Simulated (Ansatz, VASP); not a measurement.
## Y: VASP beside Ansatz

Contents of INCAR:

```
SYSTEM = Y
  ALGO = Normal
  EDIFF = 1E-8
  ENCUT = 520
  GGA = CA
  ISIF = 2
  ISMEAR = -1
  LASPH = .True.
  LCHARG = .False.
  LEFG = .True.
  LREAL = .False.
  LWAVE = .False.
  NBANDS = 18
  NELM = 80
  PREC = Accurate
  SIGMA = 0.08
```

File KPOINTS:

```
k-points
0
Gamma
  12 12 7
  0 0 0
```

File POSCAR:

```
Y
1.0
    3.7231154432      0.0000000000      0.0000000000
   -1.8615577216      3.2243125550      0.0000000000
    0.0000000000      0.0000000000      5.8601227356
Y
2
Direct
    0.3333333333      0.6666666667      0.2500000000
    0.6666666667      0.3333333333      0.7500000000
```

Input for Ansatz:

```yaml
crystal:
  lattice:
    - [3.7231154432, 0.0, 0.0]
    - [-1.8615577216, 3.224312555, 0.0]
    - [0.0, 0.0, 5.8601227356]
  atoms:
    - { symbol: "Y", position: [0.3333333333, 0.6666666667, 0.25] }
    - { symbol: "Y", position: [0.6666666667, 0.3333333333, 0.75] }
kpoints:
  mp_grid: { grid: [12, 12, 7] }
scf:
  occupations: { method: fermi_dirac, width: 0.08 }
hamiltonian:
  xc: lda
  pseudopotentials: { kind: paw }
output:
  forces: true
  stress: true
  eigenvalues: true
  efg: { contact_densities: true }
```

Change from the starting cell: volume scaled by 1.06, PAW files.

Alike in both runs: task electric field gradients; functional LDA; k mesh 12 × 12 × 7; occupations fermi-dirac, width 0.08 eV; no spin polarisation.

|  | VASP | Ansatz |
| --- | --- | --- |
| version | VASP 6.6.1 | Ansatz 0.2.0 |
| potentials or method | VASP PAW LDA potentials, release 64 (Y_sv) | PAW with Ansatz's default frozen-core files, scalar-relativistic |
| plane-wave cutoff (eV) | 520 | 420 |
| valence electrons in the cell | 22 | 22 |

|  | VASP | Ansatz | Ansatz less VASP |
| --- | --- | --- | --- |
| pressure (GPa) | -5.7 | -5.6 | +0.07 |
| largest component of the traceless stress (GPa) | 0.39 | 0.39 | +0.001 |
| Vzz of the field gradient on the site that differs most (V/Å²) | 22.0 | 22.7 | +0.70 |

Ansatz warned: «gradients_without_spin_orbit».
